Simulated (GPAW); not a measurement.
# Nb (Im-3m) in GPAW: convergence with k mesh

Aim: find how far k mesh must go before the results for Nb settle, at PBE. This setting moves, with any that are tied to it; all else stays.

Program: GPAW 26.7.0. These are calculated values, not measurements. Logs are shortened: lines on timing, memory, paths and dates and some standing lists are left out, and cuts for length are marked. The log counts tension as positive stress, the text compression.

**1. Starting point**

It takes space group Im-3m (No. 229, cubic). Conventional cell: a = 3.328 Å, b = 3.328 Å, c = 3.328 Å, α = 90.00°, β = 90.00°, γ = 90.00°. Nb (site symmetry m-3m) has 8 Nb at 2.88 Å as nearest neighbours.

**2. With k mesh 3 × 3 × 3**

Input file run.py:

```python
import numpy as np
from ase import Atoms
from ase.units import Bohr, Ha
from gpaw import GPAW, PW
from gpaw.hybrids.energy import non_self_consistent_energy
from gpaw.xc.rpa import RPACorrelation

atoms = Atoms(['Nb'],
              cell=[[-1.66395, 1.66395, 1.66395],
                    [1.66395, -1.66395, 1.66395],
                    [1.66395, 1.66395, -1.66395]],
              scaled_positions=[[0.0, 0.0, 0.0]],
              pbc=True)

for x in [1.0]:
    ecuts = np.array([76.8, 96.0, 120])
    a = atoms.copy()
    a.set_cell(atoms.cell * x**(1 / 3), scale_atoms=True)
    calc = GPAW(mode=PW(500),
                xc='PBE',
                kpts={'size': (3, 3, 3), 'gamma': True},
                occupations={'name': 'fermi-dirac', 'width': 0.05},
                nbands=15,
                convergence={'density': 1e-06},
                maxiter=150,
                txt=f'gs-{x:.2f}.txt')
    a.calc = calc
    dft = a.get_potential_energy(force_consistent=True)
    calc.write(f'gs-{x:.2f}.gpw')
    exx = non_self_consistent_energy(calc, 'EXX').sum()
    calc.diagonalize_full_hamiltonian(nbands=int(a.get_volume() / Bohr**3 * (ecuts[-1] / Ha)**1.5 * 2**0.5 / 3 / np.pi**2 * 1.15) + 30)
    calc.write(f'full-{x:.2f}.gpw', mode='all')
    ec = RPACorrelation(f'full-{x:.2f}.gpw', ecut=ecuts, nfrequencies=16, skip_gamma=True, frequency_scale=2.5, txt=f'rpa-{x:.2f}.txt').calculate()
    slope, ec_inf = np.polyfit(ecuts**-1.5, ec, 1)
    print(f'V = {a.get_volume():.4f} A^3: DFT {dft:.5f}, EXX {exx:.5f}, correlation', *ec.round(5), f'extrapolated {ec_inf:.5f}, total {exx + ec_inf:.5f} eV', flush=True)
```

Potentials or basis: GPAW PAW data sets (gpaw-data 1.2.1), pw.

Command:

```
$ OMP_NUM_THREADS=1 python run.py
```

It took 5.6 s on 1 thread of Arm Neoverse V2, shared host; peak memory 0.19 GiB.

What came out:

* Free energy: -10.4642 eV
* Band gap on the k mesh, mean-field level: none (metal or under the smearing width)

**3. With k mesh 4 × 4 × 4**

Changes to run.py since step 2:

```diff
@@ -20,3 +20,3 @@
                 xc='PBE',
-                kpts={'size': (3, 3, 3), 'gamma': True},
+                kpts={'size': (4, 4, 4), 'gamma': True},
                 occupations={'name': 'fermi-dirac', 'width': 0.05},
```

Potentials or basis: GPAW PAW data sets (gpaw-data 1.2.1), pw.

Command:

```
$ OMP_NUM_THREADS=1 python run.py
```

Wall time 15 s (1 thread of Arm Neoverse V2, shared host); peak memory 0.19 GiB.

What came out:

* Free energy: -10.3928 eV
* Band gap on the k mesh, mean-field level: none (metal or under the smearing width)

**4. With k mesh 5 × 5 × 5**

Changes to run.py since step 3:

```diff
@@ -20,3 +20,3 @@
                 xc='PBE',
-                kpts={'size': (4, 4, 4), 'gamma': True},
+                kpts={'size': (5, 5, 5), 'gamma': True},
                 occupations={'name': 'fermi-dirac', 'width': 0.05},
```

Command:

```
$ OMP_NUM_THREADS=1 python run.py
```

Run time: 34 s. Hardware: 1 thread of Arm Neoverse V2, shared host; peak memory 0.19 GiB.

What came out:

| Quantity | Value |
| --- | --- |
| Free energy | -10.2997 eV |
| Band gap on the k mesh, mean-field level | none (metal or under the smearing width) |

**5. With k mesh 6 × 6 × 6**

Changes to run.py since step 4:

```diff
@@ -20,3 +20,3 @@
                 xc='PBE',
-                kpts={'size': (5, 5, 5), 'gamma': True},
+                kpts={'size': (6, 6, 6), 'gamma': True},
                 occupations={'name': 'fermi-dirac', 'width': 0.05},
```

Command:

```
$ OMP_NUM_THREADS=1 python run.py
```

Run time: 88 s. Hardware: 1 thread of Arm Neoverse V2, shared host; peak memory 0.23 GiB.

Results:

* Free energy: -10.3327 eV
* Band gap on the k mesh, mean-field level: none (metal or under the smearing width)

**6. With k mesh 7 × 7 × 7**

Changes to run.py since step 5:

```diff
@@ -20,3 +20,3 @@
                 xc='PBE',
-                kpts={'size': (6, 6, 6), 'gamma': True},
+                kpts={'size': (7, 7, 7), 'gamma': True},
                 occupations={'name': 'fermi-dirac', 'width': 0.05},
```

Potentials or basis: GPAW PAW data sets (gpaw-data 1.2.1), pw.

Command:

```
$ OMP_NUM_THREADS=1 python run.py
```

Wall time 3 min (1 thread of Arm Neoverse V2, shared host); peak memory 0.3 GiB.

What came out:

```yaml
Free_energy: -10.3364 eV
Band_gap_on_the_k_mesh_mean-field_level: none (metal or under the smearing width)
```

**7. With k mesh 8 × 8 × 8**

Changes to run.py since step 6:

```diff
@@ -20,3 +20,3 @@
                 xc='PBE',
-                kpts={'size': (7, 7, 7), 'gamma': True},
+                kpts={'size': (8, 8, 8), 'gamma': True},
                 occupations={'name': 'fermi-dirac', 'width': 0.05},
```

Potentials or basis: GPAW PAW data sets (gpaw-data 1.2.1), pw.

Command:

```
$ OMP_NUM_THREADS=1 python run.py
```

Standard output:

```text
Using integrator: PointIntegrator
FrequencyDescriptor(from 0.000+0.000j to 0.000+800.000j eV, 16 points)
Nonperiodic BCs:  [False False False]
Using integrator: PointIntegrator
FrequencyDescriptor(from 0.000+0.000j to 0.000+800.000j eV, 16 points)
Nonperiodic BCs:  [False False False]
Integrating chi0 body.

Symmetries of q_c:
    Direct symmetries (Uq -> q): 4
    Indirect symmetries (TUq -> q): 0
In total 4 allowed symmetries.

  ( 1  1  1)  ( 1  1  1)  ( 1  0  0)  ( 1  0  0)
  ( 0  0 -1)  ( 0 -1  0)  ( 0  1  0)  ( 0  0  1)
  ( 0 -1  0)  ( 0  0 -1)  ( 0  0  1)  ( 0  1  0)

164 groups of equivalent kpoints. 67.96875% reduction.

Integral kind: hermitian response function
Integrating chi0 body.

Symmetries of q_c:
    Direct symmetries (Uq -> q): 4
    Indirect symmetries (TUq -> q): 0
In total 4 allowed symmetries.

  ( 1  1  1)  ( 1  1  1)  ( 1  0  0)  ( 1  0  0)
  ( 0  0 -1)  ( 0 -1  0)  ( 0  1  0)  ( 0  0  1)
  ( 0 -1  0)  ( 0  0 -1)  ( 0  0  1)  ( 0  1  0)

164 groups of equivalent kpoints. 67.96875% reduction.

Integral kind: hermitian response function
Integrating chi0 body.

Symmetries of q_c:
    Direct symmetries (Uq -> q): 4
    Indirect symmetries (TUq -> q): 0
In total 4 allowed symmetries.

  ( 1  1  1)  ( 1  1  1)  ( 1  0  0)  ( 1  0  0)
  ( 0  0 -1)  ( 0 -1  0)  ( 0  1  0)  ( 0  0  1)
  ( 0 -1  0)  ( 0  0 -1)  ( 0  0  1)  ( 0  1  0)

164 groups of equivalent kpoints. 67.96875% reduction.

Integral kind: hermitian response function
Integrating chi0 body.

Symmetries of q_c:
    Direct symmetries (Uq -> q): 8
    Indirect symmetries (TUq -> q): 0
In total 8 allowed symmetries.
[... 633 lines left out ...]
100 groups of equivalent kpoints. 80.46875% reduction.

Integral kind: hermitian response function
Integrating chi0 body.

Symmetries of q_c:
    Direct symmetries (Uq -> q): 8
    Indirect symmetries (TUq -> q): 0
In total 8 allowed symmetries.

  ( 1  1  1)  ( 1  1  1)  ( 1  0  0)  ( 1  0  0)  ( 0  1  0)  ( 0  1  0)
  ( 0  0 -1)  ( 0  0 -1)  ( 0  1  0)  ( 0  1  0)  ( 1  0  0)  ( 1  0  0)
  ( 0 -1  0)  (-1  0  0)  ( 0  0  1)  (-1 -1 -1)  ( 0  0  1)  (-1 -1 -1)

  ( 0  0 -1)  ( 0  0 -1)
  ( 1  1  1)  ( 1  1  1)
  ( 0 -1  0)  (-1  0  0)

100 groups of equivalent kpoints. 80.46875% reduction.

Integral kind: hermitian response function
Integrating chi0 body.

Symmetries of q_c:
    Direct symmetries (Uq -> q): 4
    Indirect symmetries (TUq -> q): 0
In total 4 allowed symmetries.

  ( 1  0  0)  ( 1  0  0)  ( 0  1  0)  ( 0  1  0)
  ( 0  1  0)  ( 0  1  0)  ( 1  0  0)  ( 1  0  0)
  ( 0  0  1)  (-1 -1 -1)  ( 0  0  1)  (-1 -1 -1)

164 groups of equivalent kpoints. 67.96875% reduction.

Integral kind: hermitian response function
Integrating chi0 body.

Symmetries of q_c:
    Direct symmetries (Uq -> q): 4
    Indirect symmetries (TUq -> q): 0
In total 4 allowed symmetries.

  ( 1  0  0)  ( 1  0  0)  ( 0  1  0)  ( 0  1  0)
  ( 0  1  0)  ( 0  1  0)  ( 1  0  0)  ( 1  0  0)
  ( 0  0  1)  (-1 -1 -1)  ( 0  0  1)  (-1 -1 -1)

164 groups of equivalent kpoints. 67.96875% reduction.

Integral kind: hermitian response function
Integrating chi0 body.

Symmetries of q_c:
    Direct symmetries (Uq -> q): 4
    Indirect symmetries (TUq -> q): 0
In total 4 allowed symmetries.

  ( 1  0  0)  ( 1  0  0)  ( 0  1  0)  ( 0  1  0)
  ( 0  1  0)  ( 0  1  0)  ( 1  0  0)  ( 1  0  0)
  ( 0  0  1)  (-1 -1 -1)  ( 0  0  1)  (-1 -1 -1)

164 groups of equivalent kpoints. 67.96875% reduction.

Integral kind: hermitian response function
Integrating chi0 body.

Symmetries of q_c:
    Direct symmetries (Uq -> q): 2
    Indirect symmetries (TUq -> q): 0
In total 2 allowed symmetries.

  ( 1  0  0)  ( 0  1  0)
  ( 0  1  0)  ( 1  0  0)
  ( 0  0  1)  ( 0  0  1)

288 groups of equivalent kpoints. 43.75% reduction.

Integral kind: hermitian response function
Integrating chi0 body.

Symmetries of q_c:
    Direct symmetries (Uq -> q): 2
    Indirect symmetries (TUq -> q): 0
In total 2 allowed symmetries.

  ( 1  0  0)  ( 0  1  0)
  ( 0  1  0)  ( 1  0  0)
  ( 0  0  1)  ( 0  0  1)

288 groups of equivalent kpoints. 43.75% reduction.

Integral kind: hermitian response function
Integrating chi0 body.

Symmetries of q_c:
    Direct symmetries (Uq -> q): 2
    Indirect symmetries (TUq -> q): 0
In total 2 allowed symmetries.

  ( 1  0  0)  ( 0  1  0)
  ( 0  1  0)  ( 1  0  0)
  ( 0  0  1)  ( 0  0  1)

288 groups of equivalent kpoints. 43.75% reduction.

Integral kind: hermitian response function
Integrating chi0 body.
[... 230 lines left out ...]
  ( 1  0  0)  ( 1  0  0)
  ( 0  1  0)  ( 0  0  1)
  ( 0  0  1)  ( 0  1  0)

288 groups of equivalent kpoints. 43.75% reduction.

Integral kind: hermitian response function
Integrating chi0 body.

Symmetries of q_c:
    Direct symmetries (Uq -> q): 2
    Indirect symmetries (TUq -> q): 0
In total 2 allowed symmetries.

  ( 1  0  0)  ( 1  0  0)
  ( 0  1  0)  ( 0  0  1)
  ( 0  0  1)  ( 0  1  0)

288 groups of equivalent kpoints. 43.75% reduction.

Integral kind: hermitian response function
Integrating chi0 body.

Symmetries of q_c:
    Direct symmetries (Uq -> q): 8
    Indirect symmetries (TUq -> q): 0
In total 8 allowed symmetries.

  ( 1  0  0)  ( 1  0  0)  ( 0  1  0)  ( 0  1  0)  ( 0 -1  0)  ( 0 -1  0)
  ( 0  1  0)  ( 0  1  0)  ( 1  0  0)  ( 1  0  0)  (-1  0  0)  (-1  0  0)
  ( 0  0  1)  (-1 -1 -1)  ( 0  0  1)  (-1 -1 -1)  ( 1  1  1)  ( 0  0 -1)

  (-1  0  0)  (-1  0  0)
  ( 0 -1  0)  ( 0 -1  0)
  ( 1  1  1)  ( 0  0 -1)

95 groups of equivalent kpoints. 81.4453125% reduction.

Integral kind: hermitian response function
Integrating chi0 body.

Symmetries of q_c:
    Direct symmetries (Uq -> q): 8
    Indirect symmetries (TUq -> q): 0
In total 8 allowed symmetries.

  ( 1  0  0)  ( 1  0  0)  ( 0  1  0)  ( 0  1  0)  ( 0 -1  0)  ( 0 -1  0)
  ( 0  1  0)  ( 0  1  0)  ( 1  0  0)  ( 1  0  0)  (-1  0  0)  (-1  0  0)
  ( 0  0  1)  (-1 -1 -1)  ( 0  0  1)  (-1 -1 -1)  ( 1  1  1)  ( 0  0 -1)

  (-1  0  0)  (-1  0  0)
  ( 0 -1  0)  ( 0 -1  0)
  ( 1  1  1)  ( 0  0 -1)

95 groups of equivalent kpoints. 81.4453125% reduction.

Integral kind: hermitian response function
Integrating chi0 body.

Symmetries of q_c:
    Direct symmetries (Uq -> q): 8
    Indirect symmetries (TUq -> q): 0
In total 8 allowed symmetries.

  ( 1  0  0)  ( 1  0  0)  ( 0  1  0)  ( 0  1  0)  ( 0 -1  0)  ( 0 -1  0)
  ( 0  1  0)  ( 0  1  0)  ( 1  0  0)  ( 1  0  0)  (-1  0  0)  (-1  0  0)
  ( 0  0  1)  (-1 -1 -1)  ( 0  0  1)  (-1 -1 -1)  ( 1  1  1)  ( 0  0 -1)

  (-1  0  0)  (-1  0  0)
  ( 0 -1  0)  ( 0 -1  0)
  ( 1  1  1)  ( 0  0 -1)

95 groups of equivalent kpoints. 81.4453125% reduction.

Integral kind: hermitian response function
Integrating chi0 body.

Symmetries of q_c:
    Direct symmetries (Uq -> q): 4
    Indirect symmetries (TUq -> q): 0
In total 4 allowed symmetries.

  ( 1  0  0)  ( 0  1  0)  ( 0 -1  0)  (-1  0  0)
  ( 0  1  0)  ( 1  0  0)  (-1  0  0)  ( 0 -1  0)
  ( 0  0  1)  ( 0  0  1)  ( 1  1  1)  ( 1  1  1)

164 groups of equivalent kpoints. 67.96875% reduction.

Integral kind: hermitian response function
Integrating chi0 body.

Symmetries of q_c:
    Direct symmetries (Uq -> q): 4
    Indirect symmetries (TUq -> q): 0
In total 4 allowed symmetries.

  ( 1  0  0)  ( 0  1  0)  ( 0 -1  0)  (-1  0  0)
  ( 0  1  0)  ( 1  0  0)  (-1  0  0)  ( 0 -1  0)
  ( 0  0  1)  ( 0  0  1)  ( 1  1  1)  ( 1  1  1)

164 groups of equivalent kpoints. 67.96875% reduction.

Integral kind: hermitian response function
Integrating chi0 body.

Symmetries of q_c:
    Direct symmetries (Uq -> q): 4
    Indirect symmetries (TUq -> q): 0
In total 4 allowed symmetries.

  ( 1  0  0)  ( 0  1  0)  ( 0 -1  0)  (-1  0  0)
  ( 0  1  0)  ( 1  0  0)  (-1  0  0)  ( 0 -1  0)
  ( 0  0  1)  ( 0  0  1)  ( 1  1  1)  ( 1  1  1)

164 groups of equivalent kpoints. 67.96875% reduction.
[... 181 lines left out ...]
  ( 1  0  0)  ( 1  0  0)  ( 1  0  0)  ( 1  0  0)  ( 1  0  0)  ( 1  0  0)
  ( 0  1  0)  ( 0  1  0)  ( 0  0  1)  ( 0  0  1)  (-1 -1 -1)  (-1 -1 -1)
  ( 0  0  1)  (-1 -1 -1)  ( 0  1  0)  (-1 -1 -1)  ( 0  1  0)  ( 0  0  1)

  ( 0  1  0)  ( 0  1  0)  ( 0  1  0)  ( 0  1  0)  ( 0  1  0)  ( 0  1  0)
  ( 1  0  0)  ( 1  0  0)  ( 0  0  1)  ( 0  0  1)  (-1 -1 -1)  (-1 -1 -1)
  ( 0  0  1)  (-1 -1 -1)  ( 1  0  0)  (-1 -1 -1)  ( 1  0  0)  ( 0  0  1)

  ( 0  0  1)  ( 0  0  1)  ( 0  0  1)  ( 0  0  1)  ( 0  0  1)  ( 0  0  1)
  ( 1  0  0)  ( 1  0  0)  ( 0  1  0)  ( 0  1  0)  (-1 -1 -1)  (-1 -1 -1)
  ( 0  1  0)  (-1 -1 -1)  ( 1  0  0)  (-1 -1 -1)  ( 1  0  0)  ( 0  1  0)

  ( 0  0 -1)  ( 0  0 -1)  ( 0  0 -1)  ( 0  0 -1)  ( 0  0 -1)  ( 0  0 -1)
  ( 1  1  1)  ( 1  1  1)  ( 0 -1  0)  ( 0 -1  0)  (-1  0  0)  (-1  0  0)
  ( 0 -1  0)  (-1  0  0)  ( 1  1  1)  (-1  0  0)  ( 1  1  1)  ( 0 -1  0)

  ( 0 -1  0)  ( 0 -1  0)  ( 0 -1  0)  ( 0 -1  0)  ( 0 -1  0)  ( 0 -1  0)
  ( 1  1  1)  ( 1  1  1)  ( 0  0 -1)  ( 0  0 -1)  (-1  0  0)  (-1  0  0)
  ( 0  0 -1)  (-1  0  0)  ( 1  1  1)  (-1  0  0)  ( 1  1  1)  ( 0  0 -1)

  (-1  0  0)  (-1  0  0)  (-1  0  0)  (-1  0  0)  (-1  0  0)  (-1  0  0)
  ( 1  1  1)  ( 1  1  1)  ( 0  0 -1)  ( 0  0 -1)  ( 0 -1  0)  ( 0 -1  0)
  ( 0  0 -1)  ( 0 -1  0)  ( 1  1  1)  ( 0 -1  0)  ( 1  1  1)  ( 0  0 -1)

  (-1 -1 -1)  (-1 -1 -1)  (-1 -1 -1)  (-1 -1 -1)  (-1 -1 -1)  (-1 -1 -1)
  ( 1  0  0)  ( 1  0  0)  ( 0  1  0)  ( 0  1  0)  ( 0  0  1)  ( 0  0  1)
  ( 0  1  0)  ( 0  0  1)  ( 1  0  0)  ( 0  0  1)  ( 1  0  0)  ( 0  1  0)

29 groups of equivalent kpoints. 94.3359375% reduction.

Integral kind: hermitian response function
```

stdout:

```text
IBZ(<points: 29, symmetries: 48>)
Occupied bands: 8
DFT energy: -10.37537935650432 eV
minus DFT-XC energy: 5.404884706284146 eV
Core-core contribution:          -2955.693
Valence-core contribution:         -61.544
Valence-valence contribution:     -165.031
V = 18.4281 A^3: DFT -10.38092, EXX 41.37989, correlation -13.61767 -15.03412 -16.11147 extrapolated -18.70932, total 22.67057 eV
```

Wall time 6.4 min (1 thread of Arm Neoverse V2, shared host); peak memory 0.39 GiB.

What came out:

```
Free energy                              : -10.3809 eV
Band gap on the k mesh, mean-field level : none (metal or under the smearing width)
```

**8. Summary**

| k mesh | energy less the tightest run, at zero smearing (meV/atom) | CPU time (s) | peak memory (GiB) |
| --- | --- | --- | --- |
| 3 × 3 × 3 | -69.82 | 5.5 | 0.19 |
| 4 × 4 × 4 | -10.55 | 15 | 0.19 |
| 5 × 5 × 5 | 86.65 | 34 | 0.19 |
| 6 × 6 × 6 | 46.80 | 88 | 0.23 |
| 7 × 7 × 7 | 50.97 | 180 | 0.3 |
| 8 × 8 × 8 | 0.00 | 390 | 0.39 |

Not settled before the last step: the energy (to 1 meV/atom). Meshes of other sizes hit other points, so gaps and Fermi surfaces needn't settle smoothly. The tightest run that finished is the yardstick and may itself not be fully converged.

Caveats: the response cutoff is short for absolute correlation energies; RPA of a metal hangs on this mesh.
